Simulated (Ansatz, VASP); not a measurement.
**One calculation of InAs, two programs**

The input INCAR:

```
PREC     = Accurate       # precision mode
ENCUT    = 520            # plane-wave cutoff, eV
EDIFF    = 1E-8           # SCF threshold, eV
ISMEAR   = -1             # smearing method
SIGMA    = 0.08           # smearing width, eV
LREAL    = F              # projectors in reciprocal space
LASPH    = T              # aspherical terms in the spheres
NELM     = 80             # most SCF steps
ALGO     = Normal         # electronic algorithm
ISIF     = 2              # what is computed and relaxed
LWAVE    = F              # write WAVECAR
LCHARG   = F              # write CHGCAR
GGA      = CA             # functional
LEFG     = T            
NBANDS   = 16             # bands
```

Contents of KPOINTS:

```
Automatic mesh
0
Gamma
  10 10 10
```

POSCAR

```
InAs
1.0
    0.0000000000      2.9831301251      2.9831301251
    2.9831301251      0.0000000000      2.9831301251
    2.9831301251      2.9831301251      0.0000000000
In As
1 1
Direct
    0.0000000000      0.0000000000      0.0000000000
    0.7500000000      0.7500000000      0.7500000000
```

Input for Ansatz:

```yaml
crystal:
  lattice:
    - [0.0, 2.9831301251, 2.9831301251]
    - [2.9831301251, 0.0, 2.9831301251]
    - [2.9831301251, 2.9831301251, 0.0]
  atoms:
    - { symbol: In, position: [0.0, 0.0, 0.0] }
    - { symbol: As, position: [0.75, 0.75, 0.75] }
kpoints:
  mp_grid: { grid: [10, 10, 10] }
scf:
  occupations: { method: fermi_dirac, width: 0.08 }
hamiltonian:
  xc: lda
  pseudopotentials: { kind: paw }
output:
  forces: true
  stress: true
  eigenvalues: true
  efg: { contact_densities: true }
```

Change from the starting cell: functional lda, volume scaled by 0.96, PAW files.

Alike in both runs: task electric field gradients; functional LDA; k mesh 10 × 10 × 10; occupations fermi-dirac, width 0.08 eV; no spin polarisation.

|  | VASP | Ansatz |
| --- | --- | --- |
| version | VASP 6.6.1 | Ansatz 0.2.0 |
| potentials or method | VASP PAW LDA potentials, release 64 (In_d, As) | PAW with Ansatz's default frozen-core files, scalar-relativistic |
| plane-wave cutoff (eV) | 520 | 420 |
| valence electrons in the cell | 18 | 28 |

|  | VASP | Ansatz | Ansatz less VASP |
| --- | --- | --- | --- |
| pressure (GPa) | 2.1 | 1.9 | -0.18 |
| Vzz of the field gradient on the site that differs most (V/Å²) | 0.0 | 0.0 | 0.00 |

The two sets of potentials don't hold the same shells in valence. Ansatz warned: «gradients_without_spin_orbit».
